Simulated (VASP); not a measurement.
# Sn (Im-3m) in VASP: further runs

One crystal, Sn, is run at these levels: PBEsol; tasks: single point.

All numbers are computed with VASP 6.6.1; they aren't measurements. Logs are shortened: lines on timing, memory, paths and dates and some standing lists are left out, and cuts for length are marked.

## Step 1: Starting point

It takes space group Im-3m (No. 229, cubic). The conventional cell has a = 3.789 Å, b = 3.789 Å, c = 3.789 Å, α = 90.00°, β = 90.00°, γ = 90.00°. Around Sn (site symmetry m-3m) lie 8 Sn at 3.28 Å.

This isn't the form of Sn at room conditions, which is tetragonal (white tin).

## Step 2: Single point, PBEsol

The input, INCAR:

```
SYSTEM = Sn
PREC = Accurate
ENCUT = 200
EDIFF = 1E-6
ISMEAR = -1
SIGMA = 0.1
LREAL = .False.
LASPH = .True.
NELM = 100
ALGO = Normal
ISIF = 2
LWAVE = .False.
LCHARG = .False.
GGA = PS
NBANDS = 13
ADDGRID = .False.
```

The input, KPOINTS:

```
Automatic mesh
0
Gamma
  9 9 9
  0 0 0
```

The input, POSCAR:

```
Sn
1.0
   -1.8946518192      1.8946518192      1.8946518192
    1.8946518192     -1.8946518192      1.8946518192
    1.8946518192      1.8946518192     -1.8946518192
Sn
1
Direct
    0.0000000000      0.0000000000      0.0000000000
```

Potentials or basis: VASP PAW PBE potentials, release 64 (Sn_d).

On the command line:

```sh
$ cat potpaw_PBE.64/Sn_d/POTCAR > POTCAR
$ mpirun -np 1 vasp_std > vasp.out
```

OUTCAR:

```text
SYSTEM = Sn
   PREC = Accurate
   ENCUT = 200
   EDIFF = 1E-6
   ISMEAR = -1
   LREAL = .False.
   LASPH = .True.
   NELM = 100
   ISIF = 2
   GGA = PS

 Found     35 irreducible k-points:

 Following reciprocal coordinates:
            Coordinates               Weight
  0.000000  0.000000  0.000000      1.000000
  0.111111  0.000000  0.000000     12.000000
  0.222222  0.000000  0.000000     12.000000
  0.333333  0.000000  0.000000     12.000000
  0.444444  0.000000  0.000000     12.000000
  0.111111  0.111111  0.000000     24.000000
   k-points           NKPTS =     35   k-points in BZ     NKDIM =     35   number of bands    NBANDS=     13
   number of dos      NEDOS =    301   number of ions     NIONS =      1
   total plane-waves  NPLWV =   4096
   dimension x,y,z NGX =    16 NGY =   16 NGZ =   16
   dimension x,y,z NGXF=    32 NGYF=   32 NGZF=   32
   ions per type =               1
   NGX,Y,Z   is equivalent  to a cutoff of   8.11,  8.11,  8.11 a.u.
   NGXF,Y,Z  is equivalent  to a cutoff of  16.21, 16.21, 16.21 a.u.
 SYSTEM =  Sn
   PREC   = accura    normal or accurate (medium, high low for compatibility)
   ISTART =      0    job   : 0-new  1-cont  2-samecut
   ICHARG =      2    charge: 1-file 2-atom 10-const
   ISPIN  =      1    spin polarized calculation?
   LNONCOLLINEAR =      F non collinear calculations
   LSORBIT =      F    spin-orbit coupling
   LASPH  =      T    aspherical Exc in radial PAW
   ENCUT  =  200.0 eV  14.70 Ry    3.83 a.u.   3.78  3.78  3.78*2*pi/ulx,y,z
   NELM   =    100;   NELMIN=  2; NELMDL= -5     # of ELM steps
   EDIFF  = 0.1E-05   stopping-criterion for ELM
   LREAL  =      F    real-space projection
   EDIFFG = 0.1E-04   stopping-criterion for IOM
   NSW    =      0    number of steps for IOM
   IBRION =     -1    ionic relax: 0-MD 1-quasi-New 2-CG
   NFREE  =      0    steps in history (QN), initial steepest desc. (CG)
   ISIF   =      2    stress and relaxation
   ISYM   =      2    0-nonsym 1-usesym 2-fastsym
   POTIM  = 0.5000    time-step for ionic-motion
   TEBEG  =    0.0;   TEEND  =   0.0 temperature during run
   PSTRESS=    0.0 pullay stress
   NELECT =      14.0000    total number of electrons
   NUPDOWN=      -1.0000    fix difference up-down
   EMIN   =  10.00;   EMAX   =-10.00  energy-range for DOS
   EFERMI =   0.00;   METHOD = LEGACY
   ISMEAR =    -1;   SIGMA  =   0.10  broadening in eV -4-tet -1-fermi 0-gaus
   EFERMI_NEDOS =   21; number of points for ismear=-14 and -15
   IALGO  =     38    algorithm
   IMIX   =      4    mixing-type and parameters
     AMIX     =   0.40;   BMIX     =  1.00
     AMIX_MAG =   1.60;   BMIX_MAG =  1.00
  volume/ion in A,a.u.               =      27.20       183.59
  Fermi-wavevector in a.u.,A,eV,Ry     =   1.311902  2.479136 23.416813  1.721087
  Thomas-Fermi vector in A             =   2.442332
   LORBIT       =      0    0 simple, 1 ext, 2 COOP (PROOUT), +10 PAW based schemes
   GGA     = PS    functional components
   LHFCALC =     F    Hartree Fock is set to
   AEXX    =    0.0000 exact exchange contribution
   IVDW    =     0    specifies the selected vdW correction
   LEPSILON=     F    determine dielectric tensor
   LRPA    =     F    only Hartree local field effects (RPA)
 non-spin polarized calculation
  energy-cutoff  :      200.00
  volume of cell :       27.20
 maximum number of plane-waves:       182
   NGX =  7   NGY =  7   NGZ =  7

 number of electron      14.0000013 magnetization

 Free energy of the ion-electron system (eV)
  ---------------------------------------------------
  ext. energy  EPLUGINS =         0.00000000
  ---------------------------------------------------
  free energy    TOTEN  =        -4.14784998 eV

  energy without entropy =       -4.12755102  energy(sigma->0) =       -4.13770050

 E-fermi :   7.8085     XC(G=0): -10.4999

 val. band max:        7.7106165491   @ k =   0.2222   0.2222   0.1111
 cond. band min:       7.8126601487   @ k =  -0.3333   0.3333   0.2222
 fundamental gap:      0.1020435996
 Fermi energy:         7.8084802295

 k-point     1 :       0.0000    0.0000    0.0000
  band No.  band energies     occupation
      1     -13.6364      2.00000
      2     -13.6364      2.00000
      3     -13.6364      2.00000
      4     -13.4957      2.00000
      5     -13.4957      2.00000
      6      -3.1821      2.00000
      7      15.8407      0.00000
      8      15.8407      0.00000
      9      15.8407      0.00000
     10      20.1098      0.00000
     11      20.1098      0.00000
     12      20.1098      0.00000
     13      20.6690      0.00000

 k-point     2 :       0.1111    0.0000    0.0000
  band No.  band energies     occupation
      1     -13.6383      2.00000
      2     -13.6226      2.00000
      3     -13.6028      2.00000
      4     -13.4970      2.00000
      5     -13.4819      2.00000
      6      -2.9131      2.00000
      7      13.7911      0.00000
      8      14.9143      0.00000
      9      15.4936      0.00000
     10      18.3256      0.00000
     11      18.6776      0.00000
     12      19.7341      0.00000
     13      21.4516      0.00000

 k-point     3 :       0.2222    0.0000    0.0000
  band No.  band energies     occupation
      1     -13.6491      2.00000
      2     -13.6066      2.00000
      3     -13.5237      2.00000
      4     -13.5009      2.00000
      5     -13.4876      2.00000
      6      -2.1055      2.00000
      7      10.2716      0.00000
      8      13.4115      0.00000
      9      14.6600      0.00000
     10      17.0675      0.00000
     11      17.4469      0.00000
     12      20.0663      0.00000
     13      22.0447      0.00000

 k-point     4 :       0.3333    0.0000    0.0000
  band No.  band energies     occupation
      1     -13.6796      2.00000
      2     -13.6207      2.00000
      3     -13.5249      2.00000
      4     -13.5035      2.00000
      5     -13.4716      2.00000
      6      -0.7707      2.00000
      7       6.9160      1.99973
      8      12.2229      0.00000
      9      13.8545      0.00000
     10      16.2792      0.00000
     11      16.6313      0.00000
     12      21.1804      0.00000
     13      22.8553      0.00000

 k-point     5 :       0.4444    0.0000    0.0000
  band No.  band energies     occupation
      1     -13.6932      2.00000
      2     -13.6250      2.00000
      3     -13.5201      2.00000
      4     -13.5043      2.00000
      5     -13.4308      2.00000
      6       0.9494      2.00000
      7       4.1519      2.00000
      8      11.5880      0.00000
      9      13.4004      0.00000
     10      15.8986      0.00000
     11      16.2283      0.00000
     12      22.5865      0.00000
     13      23.7739      0.00000

 k-point     6 :       0.1111    0.1111    0.0000
  band No.  band energies     occupation
      1     -13.6438      2.00000
      2     -13.6237      2.00000
      3     -13.5516      2.00000
      4     -13.5087      2.00000
      5     -13.4947      2.00000
      6      -2.3747      2.00000
      7      11.6542      0.00000
      8      13.0853      0.00000
      9      14.4801      0.00000
     10      18.0892      0.00000
     11      18.2603      0.00000
     12      20.0087      0.00000
     13      21.8504      0.00000

 [... further k-points ...]
[... 5 lines left out ...]
  --------------------------------------------------------------------------------------
  -------------------------------------------------------------------------------------
  Total       -3.4818151     -3.4818151     -3.4818151     -0.0000000      0.0000000     -0.0000000
  in kB     -205.0539148   -205.0539148   -205.0539148     -0.0000000      0.0000000     -0.0000000
  external PRESSURE =    -205.0539148 kB  Pullay stress =       0.0000000 kB

 VOLUME and BASIS-vectors are now :
 -----------------------------------------------------------------------------
  energy-cutoff  :      200.00
  volume of cell :       27.20
      direct lattice vectors                 reciprocal lattice vectors
    -1.894651819  1.894651819  1.894651819     0.000000000  0.263900731  0.263900731
     1.894651819 -1.894651819  1.894651819     0.263900731  0.000000000  0.263900731
     1.894651819  1.894651819 -1.894651819     0.263900731  0.263900731  0.000000000

 POSITION                                       TOTAL-FORCE (eV/Angst)
 -----------------------------------------------------------------------------------
      0.00000      0.00000      0.00000        -0.000000     -0.000000     -0.000000
 -----------------------------------------------------------------------------------
    total drift:                                0.000000      0.000000     -0.000000

  FREE ENERGIE OF THE ION-ELECTRON SYSTEM (eV)
  ---------------------------------------------------
  free  energy   TOTEN  =        -4.1478499844 eV

  energy  without entropy=       -4.1275510238  energy(sigma->0) =       -4.13770050
```

Run time: 2.5 s. Hardware: 1 thread of Intel Xeon Platinum 8375C at 2.90GHz (Ice Lake), shared host; peak memory 0.11 GiB.

The run converged, but a check on its numbers failed (symmetry, net force, bounds or a known fault of this set-up), so they aren't taken as properties of the crystal.

Caveat: the cutoff lies under the usual one of these potentials, so the numbers hold a large basis-set error; the PAW data sets were made with another functional, which shifts forces and pressure a little.

(Part 1 of 2 ends here.)
